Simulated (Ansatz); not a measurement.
MgB2 under changes of volume

One of the cells (9.679 Å³/atom); the others are scaled copies at fixed shape and fractional positions:

```
Mg B
1.0
     3.08500    0.00000    0.00000
    -1.54250    2.67169    0.00000
     0.00000    0.00000    3.52300
Mg B
1 2
Direct
  0.00000 0.00000 0.00000
  0.66667 0.33333 0.50000
  0.33333 0.66667 0.50000
```

```yaml
Program: Ansatz 0.2.0
Functional: PBE
Potentials_or_basis: PseudoDojo stringent (PBE files)
Cutoff: 1143 eV
Density_cutoff: 4572 eV
k_mesh: 10 × 10 × 8
Occupations: fermi-dirac, width 0.05 eV
Spin: no spin polarisation
```

```csv
volume (Å³/atom),energy over the lowest point (meV/atom),pressure (GPa)
9.098,14.55,9.4
9.292,5.50,5.6
9.485,0.78,2.2
9.679,0.00,-0.9
9.873,?,?
10.066,8.91,-6.3
10.260,18.00,-8.7
```

What does the run at 9.873 Å³/atom give?

Energy over the lowest point 2.82 meV/atom; pressure -3.7 GPa.

Worked out: A Birch-Murnaghan fit of order 3 (a polynomial in V^(-2/3)) to the other rows has its minimum at 9.62 Å³/atom with B0 = V·E''(V) = 152 GPa and B' = 3.6 at fixed shape and positions, which overstates the stiffness. It gives 2.83 meV/atom at 9.873 Å³/atom, against the run's 2.82, and -dE/dV = -3.7 GPa, against -3.7.

Energies are extrapolated to zero smearing.
